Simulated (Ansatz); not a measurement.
The structure below was relaxed with DFT with PBE, PAW potentials and a 420 eV plane-wave cutoff in Ansatz (a first-principles code), no spin-orbit coupling, earlier PAW set, at pressure −1 GPa.

```
CELL_PARAMETERS angstrom
      0.00000     3.13508     3.13508
      3.13508     0.00000     3.13508
      3.13508     3.13508     0.00000
ATOMIC_POSITIONS crystal
  Sb 0.75000 0.75000 0.75000
  Al 0.00000 0.00000 0.00000
```

Task: Find the space group and the Wyckoff positions.

Result: Space group F-43m (No. 216); a = b = c = 6.2702 Å, α = β = γ = 90.00°

| atom | site | symmetry | x | y | z |
|---|---|---|---|---|---|
| Sb | 4c | -43m | 0.2500 | 0.2500 | 0.2500 |
| Al | 4a | -43m | 0.0000 | 0.0000 | 0.0000 |

Task: Describe the coordination.

Result: The crystal has 8 atoms in its conventional cell. Conventional cell: a = 6.2702 Å, b = 6.2702 Å, c = 6.2702 Å, α = 90.00°, β = 90.00°, γ = 90.00°. Sb sees 4 Al at 2.715 Å (tetrahedral). Al sees 4 Sb at 2.715 Å (tetrahedral). (Neighbours: up to the widest gap in distance over summed covalent radii, below 1.35, at either atom; cation-cation and far metal-metal contacts left out.)

With Sb present, leaving out spin-orbit coupling can change the band edges. Load acts through the strain it causes; cell and atoms are relaxed under it. Whether these cells are dynamically stable was not tested. The cell was made from AlSb in the zinc blende structure (space group F-43m, No. 216) by this change: pressure −1 GPa.
